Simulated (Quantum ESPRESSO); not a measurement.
Runs of Quantum ESPRESSO 7.5 on C. Symmetry: Fd-3m, No. 227, cubic system. The conventional cell has a = 3.567 Å, b = 3.567 Å, c = 3.567 Å, α = 90.00°, β = 90.00°, γ = 90.00°. Around C (site symmetry -43m) lie 4 C at 1.54 Å. This isn't the form of C at room conditions, which is graphite.

```csv
level,potentials or basis,cell,k mesh,cutoff (eV),k mesh of the self-consistent run,form of the LDA,mesh quality,gap on the mesh (eV)
PBE,PseudoDojo 0.4 SR PBE stringent,as given,4 × 4 × 4,1116,-,-,coarse,(b)
PBE,SG15 PBE 1.2,volume scaled by 0.96,5 × 5 × 5,952,-,-,coarse,4.30
PBE,SG15 PBE 1.2,volume scaled by 0.96,6 × 6 × 6,952,12 × 12 × 12,-,coarse,4.29
PBE,SPMS 1.0 PBE,as given,4 × 4 × 4,952,12 × 12 × 12,-,coarse,4.49
PBE,PseudoDojo 0.4 SR PBE stringent,as given,4 × 4 × 4,1116,12 × 12 × 12,-,coarse,4.49
LDA,PseudoDojo 0.4.1 SR LDA standard,as given,14 × 14 × 14,1116,14 × 14 × 14,PW92,not flagged,4.14
PBE,PseudoDojo 0.4.1 SR PBE standard,as given,4 × 4 × 4,1116,12 × 12 × 12,-,coarse,4.49
PBE,PseudoDojo 0.4.1 SR PBE standard,as given,5 × 5 × 5,1116,-,-,coarse,(a)
```

Alike in all rows: task single point; no spin polarisation; smearing fixed.

Question: Estimate the missing entries.

Answer: (a) 4.22; (b) 4.48.

Caveats: some runs use coarse meshes; a mesh with odd counts misses the zone's faces, so its gaps can be larger than the crystal's (some runs); an odd mesh through Γ misses points on the zone boundary, where band edges often lie (some runs).
